Hexagonal boron nitride is held with every atom in place while the density functional is changed. The gap between filled and empty bands moves by several tenths of an electronvolt. Where in that range does the functional PBE put it?

Plane-wave PAW density-functional calculations with GPAW 26.7.0 for hexagonal BN (P6_3/mmc, 4 atoms per cell) at one fixed geometry, without spin polarisation or spin–orbit coupling. The plane-wave cutoff is 800 eV, the k mesh for the density 9 × 9 × 3 and the Fermi–Dirac smearing width 0.05 eV. Bands are computed at 60 to 100 points along the path, depending on the row.

| functional | potentials | gap on path (eV) | direct gap on path (eV) |
| --- | --- | --- | --- |
| LDA | GPAW-PAW-data-sets-(gpaw-data-1.2.1) | 4.054 | 4.523 |
| PBE | PAW-data-sets-made-by gpaw-setup-for-the-functional | ? | ? |
| RPBE | GPAW-PAW-data-sets-(gpaw-data-1.2.1) | 4.363 | 4.738 |
| r2SCAN | GPAW-PAW-data-sets-(gpaw-data-1.2.1) | 4.828 | 5.302 |
| PBEint | PAW-data-sets-made-by gpaw-setup-for-the-functional | 4.195 | 4.636 |
| rSCAN | GPAW-PAW-data-sets-(gpaw-data-1.2.1) | 4.784 | 5.259 |

The gap on path is the smallest energy from any filled to any empty state on a line through the special points of the Brillouin zone. The direct gap on path requires both states to have the same crystal momentum.

**The LDA and RPBE rows.** LDA uses only the local density, whereas RPBE, a generalised-gradient functional (GGA), also uses its slope. RPBE's gap is 0.31 eV larger. Since the atoms are the same in both rows, relaxation is not the cause. It also follows that these are not gaps at each functional's own equilibrium structure.

Why should a gradient term touch the gap at all? A useful analogy is the pair of π levels in carbon monoxide. The filled one sits mostly on oxygen, the more electronegative atom, and the empty one mostly on carbon. In boron nitride the top of the filled bands is likewise mainly nitrogen π and the bottom of the empty ones mainly boron π. The analogy covers only where the states sit, because the crystal's levels spread into bands and its two edges lie at different crystal momenta.

A potential shift that is equal on both atoms would leave the gap alone. Only the difference between the shift felt by nitrogen-like and boron-like states counts. Gradient-dependent exchange acts differently in the two regions because the density varies differently there. This argument explains why the gap can move; that it widens is read from the table.

**The r2SCAN and rSCAN rows.** The largest step in the known series, 0.42 eV, lies between RPBE and rSCAN, while the two meta-GGAs differ from each other by only 0.04 eV. A meta-GGA also uses the kinetic-energy density, so its operator acts on the slope of each orbital and not only on its value at a point. Standard theory holds that such an orbital-dependent scheme can bring into the gap part of the jump that an ordinary Kohn–Sham gap leaves out. The table shows the step but does not isolate this cause, and the atomic potentials used here were probably not made for the meta-GGAs.

The 0.77 eV between LDA and r2SCAN comes from the functional and perhaps the atomic data, not from the structure, since the crystal is the same. Functionals of these kinds are known to give too small a gap for this material, so none of these values should be read as the measured gap.

**The PBEint row.** PBEint is a GGA with a weaker gradient correction than RPBE over the range that matters here, and its gap lies between those of LDA and RPBE. This suggests a simple ruler: the factor by which each functional enhances exchange above LDA. It depends on the reduced gradient $s$, which measures how fast the density changes on the scale of the local electron wavelength. For PBE the excess over LDA is

$$F=\kappa-\frac{\kappa}{1+\mu s^2/\kappa},$$

where $\mu\approx0.22$ sets the initial rise and $\kappa\approx0.80$ the ceiling.

RPBE shares both constants but approaches the ceiling faster. PBEint starts with a smaller $\mu$ and reaches PBE's value only at large gradients. The ruler therefore places PBE above PBEint and below RPBE.

**The open PBE row.** To turn the order into a number, the gap was fitted as a straight line in $F$ to LDA, PBEint and RPBE, with one common extra step for the two meta-GGAs. PBE took no part in the fit. The gradient $s=1.5$ is an assumed, rough value for the valence region. It gives $F=0.80-0.80/1.62\approx0.306$, and hence

$$E_\text{gap}\approx4.041+0.807\times0.306\approx4.29\ \text{eV}.$$

The forecast for the gap on path is 4.29 ± 0.07 eV, above PBEint, below RPBE and well below both meta-GGAs. The bar is guided by a trial on a known row: a line through LDA and RPBE alone puts PBEint 0.06 eV too high. Leaving out each fitted row in turn gives a larger typical miss, 0.09 eV, but that test includes extrapolation beyond the ends of the line, whereas PBE lies inside it.

For the direct gap on path the same procedure gives 4.69 ± 0.08 eV, so the gap should be indirect. This bar is slightly wider out of caution, because the difference between the direct and the indirect gap depends on the functional. On the path it is 0.47 eV for LDA, 0.44 eV for PBEint and 0.38 eV for RPBE. On the mesh that the known rows share it stays at 0.28 or 0.29 eV, but that mesh has an odd number of divisions in each direction and so misses special points such as M and H, which the path includes. A mesh that serves well for the total energy can thus miss the band edges.

The withheld rows as computed:

| functional | potentials | gap on path (eV) | direct gap on path (eV) |
| --- | --- | --- | --- |
| PBE | PAW-data-sets-made-by gpaw-setup-for-the-functional | 4.247 | 4.663 |

Both values fall within their bars, and the order is as forecast. The computed gap is 4.247 eV, so the forecast was 0.04 eV too high. The direct gap was overestimated by 0.03 eV. It lies 0.42 eV above the indirect one, a difference between those of PBEint and RPBE. With the rival choice $s=1$ the forecast would have been 4.31 eV, a larger miss in the same direction.

The miss has a pattern. At $s=1.5$ PBE has 83% of RPBE's enhancement, yet it gains only 0.193 of the 0.309 eV by which RPBE exceeds LDA, or 62%. No other single $s$ would mend this, since in these formulas PBE's share of RPBE's enhancement never drops below three quarters. PBEint falls short in the same way, with 65% of the enhancement and 46% of the gain. The step between these two is nevertheless about right: the line from LDA to RPBE predicts $0.309\times(0.83-0.65)\approx0.06$ eV, and the calculation gives 0.05 eV.

At least two causes could lie behind this pattern. The orbitals feel a potential, which depends on how $F$ changes with the gradient and on a whole range of gradients, so the gap need not follow $F$ at one point in a straight line. But PBE and PBEint are also the two rows whose atomic data sets were made separately with gpaw-setup, while LDA and RPBE use the sets distributed with GPAW. The ruler also leaves out gradient-dependent correlation. The table cannot separate these causes; repeating PBE with the standard data set would test the one that lies in the atomic data.

The analysis printed below gives the fits and their misses. For LDA and the three related GGAs on this cell, the enhancement gives the right order of the gaps. It is a poorer guide to their spacing: the two inner GGAs, PBEint and PBE, both lie below the fitted line.

The analysis program printed:

```
fit of gap_on_path on 5 rows: constant 4.041 +/- 0.038, coefficient of Fx 0.807 +/- 0.15, coefficient of meta 0.7655 +/- 0.048; rms 0.0253, worst PBEint 0.038, leave-one-out rms 0.0928
  rows outside the fit (model, value, miss): PBE 4.287, 4.247, 0.0403
fit of direct_gap_on_path on 5 rows: constant 4.517 +/- 0.025, coefficient of Fx 0.5692 +/- 0.099, coefficient of meta 0.7634 +/- 0.031; rms 0.0165, worst rSCAN 0.0215, leave-one-out rms 0.0476
  rows outside the fit (model, value, miss): PBE 4.691, 4.663, 0.0281
fit of gap_on_path on 5 rows: constant 4.042 +/- 0.033, coefficient of F1 1.573 +/- 0.25, coefficient of meta 0.764 +/- 0.041; rms 0.0219, worst PBEint 0.0305, leave-one-out rms 0.072
  rows outside the fit (model, value, miss): PBE 4.313, 4.247, 0.0663
Error bar chosen for the PBE gap, eV: 0.07
Error bar chosen for the PBE direct gap, eV: 0.08
Exchange enhancement of PBE as a fraction of RPBE: 0.8285
Exchange enhancement of PBEint as a fraction of RPBE: 0.6462
PBEint gap from the LDA to RPBE line less computed, eV: 0.05867
PBEint direct gap from the same kind of line less computed, eV: 0.02593
Gap RPBE less LDA on path, eV: 0.309
Gap PBEint less LDA on path, eV: 0.141
Gap r2SCAN less LDA on path, eV: 0.774
Gap rSCAN less RPBE on path, eV: 0.421
Gap r2SCAN less rSCAN on path, eV: 0.044
Gap RPBE less LDA on common mesh, eV: 0.283
Smallest direct less indirect gap on path in known rows, eV: 0.375
Largest direct less indirect gap on path in known rows, eV: 0.475
Smallest direct less indirect gap on mesh in known rows, eV: 0.276
Largest direct less indirect gap on mesh in known rows, eV: 0.288
Gap PBE less LDA on path, eV: 0.193
Gap PBE less PBEint on path, eV: 0.052
Gap RPBE less PBE on path, eV: 0.116
Direct less indirect gap of PBE on path, eV: 0.416
```
